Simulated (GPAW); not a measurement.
# CdS (Greenockite) (P6_3mc) in GPAW: reference runs

How does CdS (Greenockite) come out in PBEsol? The cell is run as given and disturbed.

Everything below comes from runs of GPAW 26.7.0. Logs are shortened: lines on timing, memory, paths and dates and some standing lists are left out, and cuts for length are marked. The log counts tension as positive stress, the text compression.

**Experimental background.**

“Isotope dependence of band-gap energy”, 2008, arxiv:0807.2152 quotes, for a bulk crystal of CdS: band gap 2.5809 ± 0.0002 eV.

The runs below are set against these values where they give the same quantity.

### Step 1. The crystal as given

The structure is hexagonal, space group P6_3mc (No. 186). Conventional cell: a = 4.150 Å, b = 4.150 Å, c = 6.737 Å, α = 90.00°, β = 90.00°, γ = 120.00°. Around Cd (site symmetry 3m) lie 4 S at 2.53 to 2.54 Å. S (site symmetry 3m) has 4 Cd at 2.53 to 2.54 Å as nearest neighbours.

### Step 2. Single point, PBEsol

run.py

```python
from ase import Atoms
from ase.dft.bandgap import bandgap
from ase.io import write
from ase.units import GPa
from gpaw import GPAW, PW, setup_paths

setup_paths.insert(0, '.')

atoms = Atoms(['Cd', 'Cd', 'S', 'S'],
              cell=[[4.15, 0.0, 0.0],
                    [-2.075, 3.5940054257, 0.0],
                    [0.0, 0.0, 6.737]],
              scaled_positions=[[0.6666666667, 0.3333333333, 0.5],
                                [0.3333333333, 0.6666666667, 0.0],
                                [0.6666666667, 0.3333333333, 0.875],
                                [0.3333333333, 0.6666666667, 0.375]],
              pbc=True)

calc = GPAW(mode=PW(600),
            xc='PBEsol',
            kpts={'size': (7, 7, 4), 'gamma': True},
            occupations={'name': 'fermi-dirac', 'width': 0.05},
            nbands=31,
            convergence={'density': 1e-05, 'energy': 1e-05},
            maxiter=150,
            txt='gpaw.txt')
atoms.calc = calc
energy = atoms.get_potential_energy()
forces = atoms.get_forces()
stress = atoms.get_stress()
calc.write('gs.gpw')
write('result.traj', atoms)
print(f'Energy: {energy:.6f} eV')
print('Forces (eV/A):')
print(forces.round(4))
print('Stress (GPa):', (stress / GPa).round(3))
print('Fermi level:', round(calc.get_fermi_level(), 4), 'eV')
print(f'Gap: {bandgap(calc)[0]:.4f} eV, direct: {bandgap(calc, direct=True)[0]:.4f} eV')
```

Potentials or basis: PAW data sets generated in the run's folder for this functional, pw.

Run with:

```bash
$ gpaw-setup -f PBEsol Cd S
$ OMP_NUM_THREADS=1 python run.py
```

gpaw.txt:

```text
__  _  _
 | _ |_)|_||  |
 |__||  | ||/\| - 26.7.0

Input parameters:
  mode=PW(ecut=600.0),
  convergence={'density': 1e-05, 'energy': 1e-05},
  kpts=MonkhorstPack(size=(7, 7, 4), gamma=True),
  maxiter=150,
  nbands=31,
  occupations=Occupations(name='fermi-dirac', width=0.05),
  xc=XC(name='PBEsol')

Diagonalizing LCAO Hamiltonian
Converting LCAO to pw mode

            S

            Cd
        S

        Cd

Atoms  # Å, Bohr magnetons
|   | symbol |         x |        y |        z |    initial magnetic moments |
|---|--------|-----------|----------|----------|-----------------------------|
| 0 |     Cd |  2.075000 | 1.198002 | 3.368500 | ( 0.0000,  0.0000,  0.0000) |
| 1 |     Cd | -0.000000 | 2.396004 | 0.000000 | ( 0.0000,  0.0000,  0.0000) |
| 2 |      S |  2.075000 | 1.198002 | 5.894875 | ( 0.0000,  0.0000,  0.0000) |
| 3 |      S | -0.000000 | 2.396004 | 2.526375 | ( 0.0000,  0.0000,  0.0000) |

Unit cell  # Å
| periodic |         x |        y |        z |  lengths |     angles |
|----------|-----------|----------|----------|----------|------------|
|      yes |  4.150000 | 0.000000 | 0.000000 | 4.150000 |  90.000000 |
|      yes | -2.075000 | 3.594005 | 0.000000 | 4.150000 |  90.000000 |
|      yes |  0.000000 | 0.000000 | 6.737000 | 6.737000 | 120.000000 |

Number of symmetries: 6
Symmetry operations  # r_c * U_cc + t_c -> r_c
|   | kind |            matrix            |
|---|------|------------------------------|
| 0 |  σ   |  1, 1, 0,  0,-1, 0,  0, 0, 1 |
| 1 |  E   |  1, 0, 0,  0, 1, 0,  0, 0, 1 |
| 2 |  C3  |  0, 1, 0, -1,-1, 0,  0, 0, 1 |
| 3 |  σ   |  0,-1, 0, -1, 0, 0,  0, 0, 1 |
| 4 |  σ   | -1, 0, 0,  1, 1, 0,  0, 0, 1 |
| 5 |  C3  | -1,-1, 0,  1, 0, 0,  0, 0, 1 |

BZ-sampling:
  Number of BZ points: 196
  Number of IBZ points: 28

  Monkhorst-Pack size: [7, 7, 4]
  Monkhorst-Pack shift: [0.0, 0.0, 0.125]

K-points  # in reciprocal-cell coordinates
|     |                                coordinates |     weight |
|-----|--------------------------------------------|------------|
|   0 | (  0.00000000,   0.00000000,   0.00000000) | 0.00510204 |
|   1 | (  0.00000000,   0.00000000,   0.25000000) | 0.01020408 |
|   2 | (  0.00000000,   0.00000000,   0.50000000) | 0.00510204 |
|   3 | (  0.14285714,   0.00000000,  -0.25000000) | 0.03061224 |
|   4 | (  0.14285714,   0.00000000,   0.00000000) | 0.03061224 |
|   5 | (  0.14285714,   0.00000000,   0.25000000) | 0.03061224 |
|   6 | (  0.14285714,   0.00000000,   0.50000000) | 0.03061224 |
|   7 | (  0.28571429,  -0.14285714,   0.00000000) | 0.03061224 |
|   8 | (  0.28571429,  -0.14285714,   0.25000000) | 0.06122449 |
|   9 | (  0.28571429,  -0.14285714,   0.50000000) | 0.03061224 |
| ... |                                            |            |
|  27 | (  0.42857143,   0.42857143,   0.50000000) | 0.03061224 |

Plane wave coefficients: 3376
Cutoff: 600.0 eV

Spin-components: 1 (collinear spins)
Bands:           31
Projectors:      22
Spin-degeneracy: 2
Datatype:        complex128

Parallelization:
  kpt:    1
  domain: 1
  band:   1

Density:
  Valence electrons: 36.0
  Components: 1
  Grid points: [24 24 40]
  Charge: 0.0  # |e|

Potential:
  Grid points: [24 24 40]

species:
  Cd:
    name:    Cadmium
    Z:       48.0
    valence: 12
    core:    36
    charge:  0.0  # [|e|]
    compensation charges:
      type: gauss
      rc: 0.38  # [Å]
      lmax: 2
    cutoffs:
      filter: 2.12  # [Å]
      core: 2.62  # [Å]
    projectors
    | kind |    occ | energy [eV] | rcut [Å] |
    |------|--------|-------------|----------|
    |   5s |  2.000 |      -5.696 |    1.191 |
    |   5p |  0.000 |      -1.145 |    1.228 |
    |   4d | 10.000 |     -11.735 |    1.164 |
    |    s |        |      21.516 |    1.191 |
    |    p |        |      26.066 |    1.228 |
    |    d |        |      15.476 |    1.164 |

    Using partial waves for Cd as LCAO basis

  S:
    name:    Sulfur
    Z:       16.0
    valence: 6
    core:    10
    charge:  0.0  # [|e|]
    compensation charges:
      type: gauss
      rc: 0.24  # [Å]
      lmax: 2
    cutoffs:
      filter: 1.77  # [Å]
      core: 1.66  # [Å]
    projectors
    | kind |    occ | energy [eV] | rcut [Å] |
    |------|--------|-------------|----------|
    |   3s |  2.000 |     -17.192 |    0.974 |
    |   3p |  4.000 |      -6.978 |    0.979 |
    |    s |        |      10.020 |    0.974 |
    |    p |        |      20.234 |    0.979 |
    |    d |        |       0.000 |    0.900 |

    Using partial waves for S as LCAO basis

Reference energy: -325885.019359  # eV

eigensolver:
  PPCG
  Converge bands: occupied
  niter=2

density mixing:
  MSR1-Mixer
  Pratt-step length: 0.05
  Maximum mixing coefficient: 0.75
  Old densities: 10
  SVD Regularization: 0.005
  Good broyden scale: 1.0
  Trust region scale: 1.0
  Backstep threshold: 4.0
  History deletion threshold: 6.0
  Fourier metric: weight=20.0, sigma=0.015

occupation numbers:
  Fermi-Dirac:
    width: 0.0500  # eV

poisson solver:
  ecut: 4800.0  # eV

xc functional:
  name: PBEsol with 2 nearest neighbor stencil

convergence criteria:
- Maximum integral of absolute [dens]ity change: 1e-05 electrons / valence electron
- Maximum [total energy] change in last 3 cyles: 1e-05 eV / valence electron
- Maximum integral of absolute [eigenst]ate change: 4e-08 eV^2 / valence electron
maximum number of iterations: 150

SCF iterations
|iter     | |      energy | eigst |  dens |
|---------|-|-------------|-------|-------|
|iter:   1| |  -14.992701 | -0.40 |       |
|iter:   2| |  -14.786599 | -2.10 | -1.14 |
|iter:   3| |  -14.051048 | -1.41 | -1.19 |
|iter:   4| |  -14.041047 | -3.30 | -1.74 |
|iter:   5| |  -14.038963 | -3.67 | -2.19 |
|iter:   6| |  -14.038999 | -5.07 | -2.91 |
|iter:   7| |  -14.039006c| -6.42 | -3.52 |
|iter:   8| |  -14.039006c| -7.87c| -4.61 |
|iter:   9| |  -14.039006c| -8.30c| -5.10c|

Converged in 9 steps
Energy contributions relative to reference atoms: (reference = -325885.019359)

Energy contributions:
  Kinetic:          30.731758
  Coulomb:         -28.229902
  Zero:              0.290803
  External:          0.000000
  Xc:              -16.831664
  Entropy:          -0.000001
  Spinorbit:         0.000000
  ----------------------------
  Free energy:     -14.039006
  Extrapolated:    -14.039006

dipole moment: (-0.000008, -0.000017, -19.026231)  # |e|*Ang

Fermi level: 3.907
Eigenvalues  # (at kpt = [0.000, 0.000, 0.000])
| band index |      eig [eV] | occ [0-2] |
|------------|---------------|-----------|
|          0 |        -8.967 |     2.000 |
|        ... |               |           |
|         10 |        -3.755 |     2.000 |
|         11 |        -3.421 |     2.000 |
|         12 |        -1.061 |     2.000 |
|         13 |         2.581 |     2.000 |
|         14 |         2.581 |     2.000 |
|         15 |         3.313 |     2.000 |
[... 8 lines left out ...]
|         24 |        10.792 |     0.000 |
|         25 |        10.879 |     0.000 |
|        ... |               |           |
|         30 |        15.076 |     0.000 |

Gap: 1.038 eV
Transition (v -> c):
  (s=0, k=0, n=17, [0.00, 0.00, 0.00]) -> (s=0, k=0, n=18, [0.00, 0.00, 0.00])
No difference between direct/indirect transitions

Forces  # eV/Ang
|        x |       y |        z |
|----------|---------|----------|
|  0.00000 | 0.00000 | -0.06474 |  # Cd   0
| -0.00000 | 0.00000 | -0.06507 |  # Cd   1
| -0.00000 | 0.00000 |  0.06446 |  # S    2
| -0.00000 | 0.00000 |  0.06492 |  # S    3

Stress tensor  # eV/Ang^3
|         x |        y |         z |
|-----------|----------|-----------|
|  0.008601 | 0.000000 | -0.000000 |
| -0.000000 | 0.008601 |  0.000000 |
| -0.000000 | 0.000000 |  0.004992 |

# Writing to gs.gpw (mode='')
```

Run time: 55 s. Hardware: 1 thread of Intel Xeon Platinum 8259CL at 2.50GHz (Skylake/Cascade Lake), shared host; peak memory 0.23 GiB.

What came out:

```
Free energy            : -14.0390 eV
Pressure               : -1.2 GPa
Largest force          : 0.065 eV/Å
Band gap on the k mesh : 1.04 eV, direct
```

Forces in eV/Å, atoms in the order of the input:
```
Cd   0.000  0.000 -0.065
Cd   0.000  0.000 -0.065
S    0.000  0.000  0.064
S    0.000  0.000  0.065
```

Stress tensor (GPa, compression positive):
```
-1.38  0.00  0.00
 0.00 -1.38  0.00
 0.00  0.00 -0.80
```

### Step 3. Single point, PBEsol (atoms moved at random, drawn with an rms of 0.05 Å)

run.py: that of step 2 with these lines changed.

```diff
@@ -12,6 +12,6 @@
                     [0.0, 0.0, 6.737]],
-              scaled_positions=[[0.6666666667, 0.3333333333, 0.5],
-                                [0.3333333333, 0.6666666667, 0.0],
-                                [0.6666666667, 0.3333333333, 0.875],
-                                [0.3333333333, 0.6666666667, 0.375]],
+              scaled_positions=[[0.652377, 0.33483, 0.49822],
+                                [0.332357, 0.663829, 0.002389],
+                                [0.662574, 0.332536, 0.872773],
+                                [0.339389, 0.670491, 0.375114]],
               pbc=True)
```

Potentials or basis: PAW data sets generated in the run's folder for this functional, pw.

Run with:

```bash
$ gpaw-setup -f PBEsol Cd S
$ OMP_NUM_THREADS=1 python run.py
```

gpaw.txt:

```text
__  _  _
 | _ |_)|_||  |
 |__||  | ||/\| - 26.7.0

Input parameters:
  mode=PW(ecut=600.0),
  convergence={'density': 1e-05, 'energy': 1e-05},
  kpts=MonkhorstPack(size=(7, 7, 4), gamma=True),
  maxiter=150,
  nbands=31,
  occupations=Occupations(name='fermi-dirac', width=0.05),
  xc=XC(name='PBEsol')

Diagonalizing LCAO Hamiltonian
Converting LCAO to pw mode

            S

            Cd
        S

        Cd

Atoms  # Å, Bohr magnetons
|   | symbol |        x |        y |        z |    initial magnetic moments |
|---|--------|----------|----------|----------|-----------------------------|
| 0 |     Cd | 2.012592 | 1.203381 | 3.356508 | ( 0.0000,  0.0000,  0.0000) |
| 1 |     Cd | 0.001836 | 2.385805 | 0.016095 | ( 0.0000,  0.0000,  0.0000) |
| 2 |      S | 2.059670 | 1.195136 | 5.879872 | ( 0.0000,  0.0000,  0.0000) |
| 3 |      S | 0.017196 | 2.409748 | 2.527143 | ( 0.0000,  0.0000,  0.0000) |

Unit cell  # Å
| periodic |         x |        y |        z |  lengths |     angles |
|----------|-----------|----------|----------|----------|------------|
|      yes |  4.150000 | 0.000000 | 0.000000 | 4.150000 |  90.000000 |
|      yes | -2.075000 | 3.594005 | 0.000000 | 4.150000 |  90.000000 |
|      yes |  0.000000 | 0.000000 | 6.737000 | 6.737000 | 120.000000 |

Number of symmetries: 1
Symmetry operations  # r_c * U_cc + t_c -> r_c
|   | kind |            matrix            |
|---|------|------------------------------|
| 0 |  E   |  1, 0, 0,  0, 1, 0,  0, 0, 1 |

BZ-sampling:
  Number of BZ points: 196
  Number of IBZ points: 99

  Monkhorst-Pack size: [7, 7, 4]
  Monkhorst-Pack shift: [0.0, 0.0, 0.125]

K-points  # in reciprocal-cell coordinates
|     |                                coordinates |     weight |
|-----|--------------------------------------------|------------|
|   0 | (  0.00000000,   0.00000000,   0.00000000) | 0.00510204 |
|   1 | (  0.00000000,   0.00000000,   0.25000000) | 0.01020408 |
|   2 | (  0.00000000,   0.00000000,   0.50000000) | 0.00510204 |
|   3 | (  0.00000000,   0.14285714,  -0.25000000) | 0.01020408 |
|   4 | (  0.00000000,   0.14285714,   0.00000000) | 0.01020408 |
|   5 | (  0.00000000,   0.14285714,   0.25000000) | 0.01020408 |
|   6 | (  0.00000000,   0.14285714,   0.50000000) | 0.01020408 |
|   7 | (  0.00000000,   0.28571429,  -0.25000000) | 0.01020408 |
|   8 | (  0.00000000,   0.28571429,   0.00000000) | 0.01020408 |
|   9 | (  0.00000000,   0.28571429,   0.25000000) | 0.01020408 |
| ... |                                            |            |
|  98 | (  0.42857143,   0.42857143,   0.50000000) | 0.01020408 |

Plane wave coefficients: 3376
Cutoff: 600.0 eV

Spin-components: 1 (collinear spins)
Bands:           31
Projectors:      22
Spin-degeneracy: 2
Datatype:        complex128

Parallelization:
  kpt:    1
  domain: 1
  band:   1

Density:
  Valence electrons: 36.0
  Components: 1
  Grid points: [24 24 40]
  Charge: 0.0  # |e|

Potential:
  Grid points: [24 24 40]

species:
  Cd:
    name:    Cadmium
    Z:       48.0
    valence: 12
    core:    36
    charge:  0.0  # [|e|]
    compensation charges:
      type: gauss
      rc: 0.38  # [Å]
      lmax: 2
    cutoffs:
      filter: 2.12  # [Å]
      core: 2.62  # [Å]
    projectors
    | kind |    occ | energy [eV] | rcut [Å] |
    |------|--------|-------------|----------|
    |   5s |  2.000 |      -5.696 |    1.191 |
    |   5p |  0.000 |      -1.145 |    1.228 |
    |   4d | 10.000 |     -11.735 |    1.164 |
    |    s |        |      21.516 |    1.191 |
    |    p |        |      26.066 |    1.228 |
    |    d |        |      15.476 |    1.164 |

    Using partial waves for Cd as LCAO basis

  S:
    name:    Sulfur
    Z:       16.0
    valence: 6
    core:    10
    charge:  0.0  # [|e|]
    compensation charges:
      type: gauss
      rc: 0.24  # [Å]
      lmax: 2
    cutoffs:
      filter: 1.77  # [Å]
      core: 1.66  # [Å]
    projectors
    | kind |    occ | energy [eV] | rcut [Å] |
    |------|--------|-------------|----------|
    |   3s |  2.000 |     -17.192 |    0.974 |
    |   3p |  4.000 |      -6.978 |    0.979 |
    |    s |        |      10.020 |    0.974 |
    |    p |        |      20.234 |    0.979 |
    |    d |        |       0.000 |    0.900 |

    Using partial waves for S as LCAO basis

Reference energy: -325885.019359  # eV

eigensolver:
  PPCG
  Converge bands: occupied
  niter=2

density mixing:
  MSR1-Mixer
  Pratt-step length: 0.05
  Maximum mixing coefficient: 0.75
  Old densities: 10
  SVD Regularization: 0.005
  Good broyden scale: 1.0
  Trust region scale: 1.0
  Backstep threshold: 4.0
  History deletion threshold: 6.0
  Fourier metric: weight=20.0, sigma=0.015

occupation numbers:
  Fermi-Dirac:
    width: 0.0500  # eV

poisson solver:
  ecut: 4800.0  # eV

xc functional:
  name: PBEsol with 2 nearest neighbor stencil

convergence criteria:
- Maximum integral of absolute [dens]ity change: 1e-05 electrons / valence electron
- Maximum [total energy] change in last 3 cyles: 1e-05 eV / valence electron
- Maximum integral of absolute [eigenst]ate change: 4e-08 eV^2 / valence electron
maximum number of iterations: 150

SCF iterations
|iter     | |      energy | eigst |  dens |
|---------|-|-------------|-------|-------|
|iter:   1| |  -14.977831 | -0.39 |       |
|iter:   2| |  -14.770840 | -2.10 | -1.14 |
|iter:   3| |  -14.032103 | -1.41 | -1.19 |
|iter:   4| |  -14.022056 | -3.29 | -1.74 |
|iter:   5| |  -14.019979 | -3.66 | -2.19 |
|iter:   6| |  -14.020008 | -5.05 | -2.91 |
|iter:   7| |  -14.020008c| -5.97 | -3.47 |
|iter:   8| |  -14.020010c| -6.94 | -3.73 |
|iter:   9| |  -14.020010c| -7.76c| -4.97 |
|iter:  10| |  -14.020010c| -8.27c| -5.42c|

Converged in 10 steps
Energy contributions relative to reference atoms: (reference = -325885.019359)

Energy contributions:
  Kinetic:          30.902917
  Coulomb:         -28.362160
  Zero:              0.289750
  External:          0.000000
  Xc:              -16.850517
  Entropy:          -0.000001
  Spinorbit:         0.000000
  ----------------------------
  Free energy:     -14.020010
  Extrapolated:    -14.020010

dipole moment: (-0.154493, 0.007254, -18.800492)  # |e|*Ang

Fermi level: 3.909
Eigenvalues  # (at kpt = [0.000, 0.000, 0.000])
| band index |      eig [eV] | occ [0-2] |
|------------|---------------|-----------|
|          0 |        -8.981 |     2.000 |
|        ... |               |           |
|         10 |        -3.753 |     2.000 |
|         11 |        -3.426 |     2.000 |
|         12 |        -1.080 |     2.000 |
|         13 |         2.506 |     2.000 |
|         14 |         2.640 |     2.000 |
|         15 |         3.311 |     2.000 |
[... 8 lines left out ...]
|         24 |        10.881 |     0.000 |
|         25 |        10.908 |     0.000 |
|        ... |               |           |
|         30 |        14.865 |     0.000 |

Gap: 1.030 eV
Transition (v -> c):
  (s=0, k=0, n=17, [0.00, 0.00, 0.00]) -> (s=0, k=0, n=18, [0.00, 0.00, 0.00])
No difference between direct/indirect transitions

Forces  # eV/Ang
|        x |        y |        z |
|----------|----------|----------|
|  0.36493 | -0.00784 |  0.01530 |  # Cd   0
| -0.06837 |  0.03381 | -0.20400 |  # Cd   1
|  0.08809 | -0.02641 |  0.14981 |  # S    2
| -0.38465 |  0.00041 |  0.03886 |  # S    3

Stress tensor  # eV/Ang^3
|         x |         y |         z |
|-----------|-----------|-----------|
|  0.008447 |  0.004987 | -0.002191 |
|  0.004987 |  0.008514 | -0.000150 |
| -0.002191 | -0.000150 |  0.003455 |

# Writing to gs.gpw (mode='')
```

It took 2.9 min on 1 thread of Intel Xeon Platinum 8259CL at 2.50GHz (Skylake/Cascade Lake), shared host; peak memory 0.4 GiB.

Results:

| Quantity | Value |
| --- | --- |
| Free energy | -14.0200 eV |
| Pressure | -1.1 GPa |
| Largest force | 0.387 eV/Å |
| Band gap on the k mesh | 1.03 eV, direct |

Forces on the atoms (eV/Å):
```
Cd   0.365 -0.008  0.015
Cd  -0.068  0.034 -0.204
S    0.088 -0.026  0.150
S   -0.385  0.000  0.039
```

### Step 4. Against experiment

Step 2. Against the measured gap of CdS, 2.5809 eV (quoted in “Isotope dependence of band-gap energy”, 2008, arxiv:0807.2152), the calculated 1.04 eV is off by -1.54 eV. So large a miss can be the level of theory's own, or it may mean another phase, state or a wrong row. Spin-orbit coupling on Cd is left out. The value is that of PBEsol, without temperature or zero-point motion. Semilocal functionals fall short of measured gaps as a rule.
